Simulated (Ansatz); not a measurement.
The system is Gd.

```
CELL_PARAMETERS angstrom
-2.02500 2.02500 2.02500
2.02500 -2.02500 2.02500
2.02500 2.02500 -2.02500
ATOMIC_POSITIONS crystal
Gd 0.00000 0.00000 0.00000
```

This isn't the form of Gd at room conditions, which is hcp.

```yaml
Program: Ansatz 0.2.0
Task: single point
Functional: PBEsol
Potentials_or_basis: all-electron LAPW, scalar-relativistic
Cutoff: 163 eV (chosen from the basis error)
Basis_error_allowed: 0.001 eV/atom
k_mesh: 9 × 9 × 9
Occupations: fermi-dirac, width 0.05 eV
Spin: collinear spin, ferromagnetic start
Starting_moments: "[7.0] μB"
```

On this cell: pressure -2.3 GPa; net moment 7.60 μB per cell; site moments Gd +7.43 μB; band gap on the k mesh none (metal or under the smearing width).

The same run follows on a disturbed copy (cell strained at random at fixed volume):

```xyz
1
Lattice="-2.0440 1.9279 1.9662 2.0304 -2.0604 2.0851 2.0645 2.0809 -2.0987" Properties=species:S:1:pos:R:3 pbc="T T T"
Gd    0.0202    0.0256    0.0138
```

Task: What changes?

Result: The energy (extrapolated to zero smearing) moves by +11.4 meV/atom; pressure -2.3 GPa; net moment 7.62 μB per cell; site moments Gd +7.42 μB; band gap on the k mesh none (metal or under the smearing width).

Stress tensor (GPa, compression positive):
```
-2.20 -0.24  0.15
-0.24 -2.35  1.56
 0.15  1.56 -2.32
```

Caveats: an open f shell can end in a state above the lowest; spin-orbit coupling is left out, which moves the levels of the heavy elements.
